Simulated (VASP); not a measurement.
# GaAs (F-43m) in VASP: settings compared

Aim: see how the results for GaAs move with the level of theory and the settings. Levels: PBEsol, LDA. Tasks: relaxation of cell and atoms, single point.

Program: VASP 6.6.1. These are calculated values, not measurements. Logs are shortened: lines on timing, memory, paths and dates and some standing lists are left out, and cuts for length are marked.

**Measured values to compare with.**

From “Evidence of valence band perturbations in GaAsN/GaAs(001): A combined variable-angle spectroscopic ellipsometry and modulated photoreflectance investigation”, 2008, arxiv:0805.2212, for a bulk crystal of GaAs at 300 K: band gap 1.418 ± 0.005 eV (direct).

The results are compared with them further down.

### 1 Starting point

The structure is cubic, space group F-43m (No. 216). The conventional cell has a = 5.663 Å, b = 5.663 Å, c = 5.663 Å, α = 90.00°, β = 90.00°, γ = 90.00°. Ga (site symmetry -43m) has 4 As at 2.45 Å as nearest neighbours. Around As (site symmetry -43m) lie 4 Ga at 2.45 Å.

### 2 Relaxation of cell and atoms, PBEsol

Contents of INCAR:

```
SYSTEM = GaAs
ALGO = Normal ; EDIFF = 1E-7
EDIFFG = -0.005 ; ENCUT = 600
GGA = PS ; IBRION = 2
ISIF = 3 ; ISMEAR = 0
LASPH = .TRUE. ; LCHARG = .FALSE.
LREAL = .FALSE. ; LWAVE = .FALSE.
NELM = 80 ; NSW = 90
PREC = Accurate ; SIGMA = 0.03
```

Contents of KPOINTS:

```
k-points
0
G
  10 10 10
  0 0 0
```

Contents of POSCAR:

```
GaAs                                    
1.0
    0.0000000000      2.8313993253      2.8313993253
    2.8313993253     -0.0000000000      2.8313993253
    2.8313993253      2.8313993253      0.0000000000
  Ga              As            
     1     1
Direct
     0.0000000000000000    0.0000000000000000    0.0000000000000000
     0.2500000000000000    0.2500000000000000    0.2500000000000000
```

Potentials or basis: VASP PAW PBE potentials, release 64 (Ga_d, As).

On the command line:

```console
> cat potpaw_PBE.64/Ga_d/POTCAR potpaw_PBE.64/As/POTCAR > POTCAR
> mpirun -np 1 vasp_std > vasp.out
```

OUTCAR:

```text
SYSTEM = GaAs
   EDIFF = 1E-7
   EDIFFG = -0.005
   ENCUT = 600
   GGA = PS
   IBRION = 2
   ISIF = 3
   ISMEAR = 0
   LASPH = .TRUE.
   LREAL = .FALSE.
   NELM = 80
   NSW = 90
   PREC = Accurate

 ion  position               nearest neighbor table
   1  0.000  0.000  0.000-   2 2.45   2 2.45   2 2.45   2 2.45
   2  0.250  0.250  0.250-   1 2.45   1 2.45   1 2.45   1 2.45

  LATTYP: Found a face centered cubic cell.
 ALAT       =     5.6627986506

  Lattice vectors:

 A1 = (   0.0000000000,   2.8313993253,   2.8313993253)
 A2 = (   2.8313993253,   0.0000000000,   2.8313993253)
 A3 = (   2.8313993253,   2.8313993253,   0.0000000000)

Analysis of symmetry for initial positions (statically):
=====================================================================
 Subroutine PRICEL returns:
 Original cell was already a primitive cell.

 Routine SETGRP: Setting up the symmetry group for a
 face centered cubic supercell.

 Subroutine GETGRP returns: Found 24 space group operations
 (whereof 24 operations were pure point group operations)
 out of a pool of 48 trial point group operations.

The static configuration has the point symmetry T_d .

Analysis of symmetry for dynamics (positions and initial velocities):
=====================================================================
 Subroutine PRICEL returns:
 Original cell was already a primitive cell.

 Routine SETGRP: Setting up the symmetry group for a
 face centered cubic supercell.

 Subroutine GETGRP returns: Found 24 space group operations
 (whereof 24 operations were pure point group operations)
 out of a pool of 48 trial point group operations.

The dynamic configuration has the point symmetry T_d .

 Subroutine INISYM returns: Found 24 space group operations
 (whereof 24 operations are pure point group operations),
 and found     1 'primitive' translations

----------------------------------------------------------------------------------------

                                     Primitive cell

  volume of cell :      45.3976

  direct lattice vectors                    reciprocal lattice vectors
     0.000000000  2.831399325  2.831399325    -0.176591128  0.176591128  0.176591128
     2.831399325  0.000000000  2.831399325     0.176591128 -0.176591128  0.176591128
     2.831399325  2.831399325  0.000000000     0.176591128  0.176591128 -0.176591128

  length of vectors
     4.004203326  4.004203326  4.004203326     0.305864805  0.305864805  0.305864805

  position of ions in fractional coordinates (direct lattice)
     0.000000000  0.000000000  0.000000000
     0.250000000  0.250000000  0.250000000

  ion indices of the primitive-cell ions
   primitive index   ion index
                 1           1
                 2           2

----------------------------------------------------------------------------------------

 KPOINTS: k-points

Automatic generation of k-mesh.
 Grid dimensions read from file:
 generate k-points for:   10   10   10

 Generating k-lattice:

  Cartesian coordinates                     Fractional coordinates (reciprocal lattice)
    -0.017659113  0.017659113  0.017659113     0.100000000  0.000000000  0.000000000
     0.017659113 -0.017659113  0.017659113     0.000000000  0.100000000  0.000000000
     0.017659113  0.017659113 -0.017659113     0.000000000  0.000000000  0.100000000

  Length of vectors
     0.030586481  0.030586481  0.030586481

  Shift w.r.t. Gamma in fractional coordinates (k-lattice)
     0.000000000  0.000000000  0.000000000

 Subroutine IBZKPT returns following result:
 ===========================================

 Found     47 irreducible k-points:

 Following reciprocal coordinates:
            Coordinates               Weight
  0.000000  0.000000  0.000000      1.000000
  0.100000  0.000000  0.000000      8.000000
  0.200000  0.000000  0.000000      8.000000
  0.300000  0.000000  0.000000      8.000000
  0.400000  0.000000  0.000000      8.000000
  0.500000  0.000000  0.000000      4.000000
[... 16 lines left out ...]
  0.300000  0.300000  0.000000      6.000000
  0.400000  0.300000  0.000000     24.000000
 [... further k-points ...]
   k-points           NKPTS =     47   k-points in BZ     NKDIM =     47   number of bands    NBANDS=     13
   number of dos      NEDOS =    301   number of ions     NIONS =      2
   total plane-waves  NPLWV =  32768
   dimension x,y,z NGX =    32 NGY =   32 NGZ =   32
   dimension x,y,z NGXF=    64 NGYF=   64 NGZF=   64
   ions per type =               1   1
   NGX,Y,Z   is equivalent  to a cutoff of  13.29, 13.29, 13.29 a.u.
   NGXF,Y,Z  is equivalent  to a cutoff of  26.57, 26.57, 26.57 a.u.
 SYSTEM =  GaAs
   PREC   = accura    normal or accurate (medium, high low for compatibility)
   ISTART =      0    job   : 0-new  1-cont  2-samecut
   ICHARG =      2    charge: 1-file 2-atom 10-const
   ISPIN  =      1    spin polarized calculation?
   LNONCOLLINEAR =      F non collinear calculations
   LSORBIT =      F    spin-orbit coupling
   LASPH  =      T    aspherical Exc in radial PAW
   ENCUT  =  600.0 eV  44.10 Ry    6.64 a.u.   8.00  8.00  8.00*2*pi/ulx,y,z
   NELM   =     80;   NELMIN=  2; NELMDL= -5     # of ELM steps
   EDIFF  = 0.1E-06   stopping-criterion for ELM
   LREAL  =      F    real-space projection
   EDIFFG = -.5E-02   stopping-criterion for IOM
   NSW    =     90    number of steps for IOM
   IBRION =      2    ionic relax: 0-MD 1-quasi-New 2-CG
   NFREE  =      1    steps in history (QN), initial steepest desc. (CG)
   ISIF   =      3    stress and relaxation
   ISYM   =      2    0-nonsym 1-usesym 2-fastsym
   POTIM  = 0.5000    time-step for ionic-motion
   TEBEG  =    0.0;   TEEND  =   0.0 temperature during run
   PSTRESS=    0.0 pullay stress
   NELECT =      18.0000    total number of electrons
   NUPDOWN=      -1.0000    fix difference up-down
   EMIN   =  10.00;   EMAX   =-10.00  energy-range for DOS
   EFERMI =   0.00;   METHOD = LEGACY
   ISMEAR =     0;   SIGMA  =   0.03  broadening in eV -4-tet -1-fermi 0-gaus
   EFERMI_NEDOS =   21; number of points for ismear=-14 and -15
   IALGO  =     38    algorithm
   IMIX   =      4    mixing-type and parameters
     AMIX     =   0.40;   BMIX     =  1.00
     AMIX_MAG =   1.60;   BMIX_MAG =  1.00
  volume/ion in A,a.u.               =      22.70       153.18
  Fermi-wavevector in a.u.,A,eV,Ry     =   1.202692  2.272759 19.680404  1.446469
  Thomas-Fermi vector in A             =   2.338467
   LORBIT       =      0    0 simple, 1 ext, 2 COOP (PROOUT), +10 PAW based schemes
   GGA     = PS    functional components
   LHFCALC =     F    Hartree Fock is set to
   AEXX    =    0.0000 exact exchange contribution
   IVDW    =     0    specifies the selected vdW correction
   LEPSILON=     F    determine dielectric tensor
   LRPA    =     F    only Hartree local field effects (RPA)
 conjugate gradient relaxation of ions
 non-spin polarized calculation
 Gauss-broadening in eV      SIGMA  =   0.03
  energy-cutoff  :      600.00
  volume of cell :       45.40
 maximum number of plane-waves:      1528
   NGX = 15   NGY = 15   NGZ = 15

 number of electron      18.0000010 magnetization

 Free energy of the ion-electron system (eV)
  ---------------------------------------------------
  ext. energy  EPLUGINS =         0.00000000
  ---------------------------------------------------
  free energy    TOTEN  =        -9.09148421 eV

  energy without entropy =       -9.09148421  energy(sigma->0) =       -9.09148421

 E-fermi :   3.9312     XC(G=0):  -9.7515

 val. band max:        3.7586445599   @ k =   0.0000   0.0000   0.0000
 cond. band min:       4.1786629345   @ k =   0.0000   0.0000   0.0000
 fundamental gap:      0.4200183746
 Fermi energy:         3.9312108869

 k-point     1 :       0.0000    0.0000    0.0000
  band No.  band energies     occupation
      1     -11.0070      2.00000
      2     -11.0070      2.00000
      3     -11.0070      2.00000
      4     -10.9281      2.00000
      5     -10.9281      2.00000
      6      -8.9590      2.00000
      7       3.7586      2.00000
      8       3.7586      2.00000
      9       3.7586      2.00000
     10       4.1787      0.00000
     11       7.4482      0.00000
     12       7.4482      0.00000
     13       7.4482      0.00000

 k-point     2 :       0.1000    0.0000    0.0000
  band No.  band energies     occupation
      1     -11.0159      2.00000
      2     -11.0047      2.00000
      3     -11.0047      2.00000
      4     -10.9282      2.00000
      5     -10.9282      2.00000
      6      -8.8416      2.00000
      7       2.2184      2.00000
      8       3.5993      2.00000
      9       3.5993      2.00000
     10       5.1677      0.00000
     11       7.6830      0.00000
     12       7.6839      0.00000
     13       7.6840      0.00000

 k-point     3 :       0.2000    0.0000    0.0000
  band No.  band energies     occupation
      1     -11.0378      2.00000
      2     -10.9990      2.00000
      3     -10.9990      2.00000
      4     -10.9282      2.00000
      5     -10.9282      2.00000
      6      -8.5044      2.00000
      7       0.4381      2.00000
      8       3.2564      2.00000
      9       3.2564      2.00000
     10       5.2668      0.00000
     11       8.1427      0.00000
     12       8.1427      0.00000
     13       8.8296      0.00000

 k-point     4 :       0.3000    0.0000    0.0000
  band No.  band energies     occupation
      1     -11.0622      2.00000
      2     -10.9929      2.00000
      3     -10.9929      2.00000
      4     -10.9271      2.00000
      5     -10.9271      2.00000
      6      -7.9994      2.00000
      7      -1.1723      2.00000
      8       2.9221      2.00000
      9       2.9221      2.00000
     10       4.9824      0.00000
     11       8.3924      0.00000
     12       8.3924      0.00000
     13      10.4116      0.00000

 k-point     5 :       0.4000    0.0000    0.0000
  band No.  band energies     occupation
      1     -11.0803      2.00000
      2     -10.9890      2.00000
      3     -10.9890      2.00000
      4     -10.9253      2.00000
      5     -10.9253      2.00000
      6      -7.4605      2.00000
      7      -2.3984      2.00000
      8       2.6962      2.00000
      9       2.6962      2.00000
     10       4.7550      0.00000
     11       8.3799      0.00000
     12       8.3799      0.00000
     13      11.3308      0.00000
[... 257 lines left out ...]
 k-point    22 :      -0.2000    0.2000    0.0000
  band No.  band energies     occupation
      1     -11.0689      2.00000
      2     -10.9895      2.00000
      3     -10.9878      2.00000
      4     -10.9311      2.00000
      5     -10.9262      2.00000
      6      -7.8257      2.00000
      7      -1.0628      2.00000
      8       1.0921      2.00000
      9       2.9782      2.00000
     10       6.4296      0.00000
     11       8.6028      0.00000
     12       8.6713      0.00000
     13       9.2893      0.00000

 k-point    23 :       0.3000    0.3000    0.0000
  band No.  band energies     occupation
      1     -11.0866      2.00000
      2     -10.9756      2.00000
      3     -10.9756      2.00000
      4     -10.9439      2.00000
      5     -10.9198      2.00000
      6      -7.6650      2.00000
      7      -1.1257      2.00000
      8       1.7221      2.00000
      9       1.7221      2.00000
     10       5.3833      0.00000
     11       6.6000      0.00000
     12      11.1552      0.00000
     13      11.1552      0.00000

 k-point    24 :       0.4000    0.3000    0.0000
  band No.  band energies     occupation
      1     -11.0988      2.00000
      2     -10.9711      2.00000
      3     -10.9696      2.00000
      4     -10.9459      2.00000
      5     -10.9186      2.00000
      6      -7.2263      2.00000
      7      -1.9198      2.00000
      8       1.1626      2.00000
      9       1.5069      2.00000
     10       5.5206      0.00000
     11       6.5345      0.00000
     12      10.9736      0.00000
     13      11.6323      0.00000

 [... further k-points ...]
[... 5 lines left out ...]
  --------------------------------------------------------------------------------------
  -------------------------------------------------------------------------------------
  Total       -0.0044294     -0.0044294     -0.0044294      0.0000000     -0.0000000      0.0000000
  in kB       -0.1563210     -0.1563210     -0.1563210      0.0000000     -0.0000000      0.0000000
  external PRESSURE =      -0.1563210 kB  Pullay stress =       0.0000000 kB

 VOLUME and BASIS-vectors are now :
 -----------------------------------------------------------------------------
  energy-cutoff  :      600.00
  volume of cell :       45.40
      direct lattice vectors                 reciprocal lattice vectors
     0.000000000  2.831399325  2.831399325    -0.176591128  0.176591128  0.176591128
     2.831399325  0.000000000  2.831399325     0.176591128 -0.176591128  0.176591128
     2.831399325  2.831399325  0.000000000     0.176591128  0.176591128 -0.176591128

 POSITION                                       TOTAL-FORCE (eV/Angst)
 -----------------------------------------------------------------------------------
      0.00000      0.00000      0.00000         0.000000      0.000000      0.000000
      1.41570      1.41570      1.41570        -0.000000     -0.000000     -0.000000
 -----------------------------------------------------------------------------------
    total drift:                                0.000001      0.000001      0.000001

  FREE ENERGIE OF THE ION-ELECTRON SYSTEM (eV)
  ---------------------------------------------------
  free  energy   TOTEN  =        -9.0914842075 eV

  energy  without entropy=       -9.0914842075  energy(sigma->0) =       -9.09148421

 reached required accuracy - stopping structural energy minimisation
```

Wall time 22 s (1 thread of Intel Xeon Platinum 8488C (Sapphire Rapids), shared host); peak memory 0.19 GiB.

What came out:

```
Free energy             : -9.0915 eV
Pressure after relaxing : 0.0 GPa
Band gap on the k mesh  : 0.42 eV, direct
```

Final structure:
```
Ga As
1.0
     0.00000    2.83140    2.83140
     2.83140    0.00000    2.83140
     2.83140    2.83140    0.00000
Ga As
1 1
Direct
  0.00000 0.00000 0.00000
  0.25000 0.25000 0.25000
```

Caveat: the relaxation stopped at its first step, so nothing moved; the PAW data sets were made with another functional, which shifts forces and pressure a little.

### 3 Single point, PBEsol

This run uses another cell than the first one, of 22.59 Å³/atom, 0.995 times its volume.

Contents of INCAR:

```
SYSTEM = GaAs
PREC = Accurate
ENCUT = 520
EDIFF = 1E-6
ISMEAR = 0
SIGMA = 0.03
LREAL = .False.
LASPH = .True.
NELM = 80
ALGO = Normal
ISIF = 2
LWAVE = .False.
LCHARG = .False.
GGA = PS
NBANDS = 16
KPAR = 4
```

Contents of KPOINTS:

```
regular mesh
0
Gamma
  6 6 6
  0 0 0
```

Contents of POSCAR:

```
GaAs
1.0
    0.0000000000      2.8268500000      2.8268500000
    2.8268500000      0.0000000000      2.8268500000
    2.8268500000      2.8268500000      0.0000000000
Ga As
1 1
Direct
    0.0000000000      0.0000000000      0.0000000000
    0.2500000000      0.2500000000      0.2500000000
```

Potentials or basis: VASP PAW PBE potentials, release 64 (Ga_d, As).

On the command line:

```console
> cat potpaw_PBE.64/Ga_d/POTCAR potpaw_PBE.64/As/POTCAR > POTCAR
> mpirun -np 4 vasp_std > vasp.out
```

Run time: 3.2 s. Hardware: 4 MPI ranks of Intel Xeon 6975P-C (Granite Rapids), shared host; peak memory 0.15 GiB.

It converged, with:

| Property | Result |
| --- | --- |
| Free energy | -9.0659 eV |
| Pressure | 0.3 GPa |
| Band gap on the k mesh | 0.45 eV, direct |

Levels at points of the mesh, in eV from the valence-band top:
| k point | band 5 | band 6 | band 7 | band 8 | band 9 | band 10 | band 11 | band 12 | band 13 | band 14 |
| --- | --- | --- | --- | --- | --- | --- | --- | --- | --- | --- |
| (0.00, 0.00, 0.00) | -14.71 | -12.75 | 0.00 | 0.00 | 0.00 | 0.45 | 3.68 | 3.68 | 3.68 | 7.39 |
| (0.50, 0.00, 0.00) | -14.70 | -10.97 | -6.69 | -1.15 | -1.15 | 0.92 | 4.58 | 4.58 | 7.58 | 10.28 |
| (0.50, 0.50, 0.00) | -14.69 | -10.23 | -6.86 | -2.70 | -2.70 | 1.34 | 1.57 | 10.12 | 10.12 | 10.88 |

Caveat: the PAW data sets were made with another functional, which shifts forces and pressure a little.

(Continued in part 2 of 2.)
